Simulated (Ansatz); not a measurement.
# Trial structures and their relaxed properties

Theory: DFT PBEsol, scalar-relativistic, plane waves, PAW in Ansatz 0.2.0. Settings: cutoff 420 eV, Γ-centred meshes no coarser than 0.19 Å⁻¹ for metals and 0.3 Å⁻¹ for insulators (2π included), Gaussian smearing.

Each formula was placed on the sites of the named type and relaxed at zero pressure without lowering the symmetry. Magnetic atoms first started from parallel moments, and a dash marks a run without spin. The smearing is 0.1 eV for metals and 0.01 to 0.02 eV otherwise. The zero of energy is the elements' standard structures at the same level; no fitted shifts are applied.

The k mesh leaves about 4 meV/atom of noise in metals.

| formula | started on type | final group | a or a / b (Å) | c (Å) | V (Å³/atom) | E over elements (eV/atom) | gap on mesh (eV) | net m (μB/atom) |
| --- | --- | --- | --- | --- | --- | --- | --- | --- |
| Fe | beta-tin | I4_1/amd | 4.45 | 2.40 | 11.9 | 0.59 | 0.00 | 2.20 |
| Fe | alpha-boron | R-3m | 5.86 | 15.84 | 13.1 | ? | 0.00 | - |
| Fe | diamond | Fd-3m | 4.80 | 4.80 | 13.9 | 1.29 | 0.00 | - |
| Fe | beta-tungsten (A15) | Pm-3n | 4.44 | 4.44 | 10.9 | 0.09 | 0.00 | 2.05 |
| Fe | indium (bct) | I4/mmm | 2.38 | 3.93 | 11.1 | 0.13 | 0.00 | 2.26 |
| Fe | omega | P6/mmm | 4.10 | 2.33 | 11.3 | 0.24 | 0.00 | 2.35 |

(1) E over elements (eV/atom) of Fe on the alpha-boron type?

Answers

(1) 0.98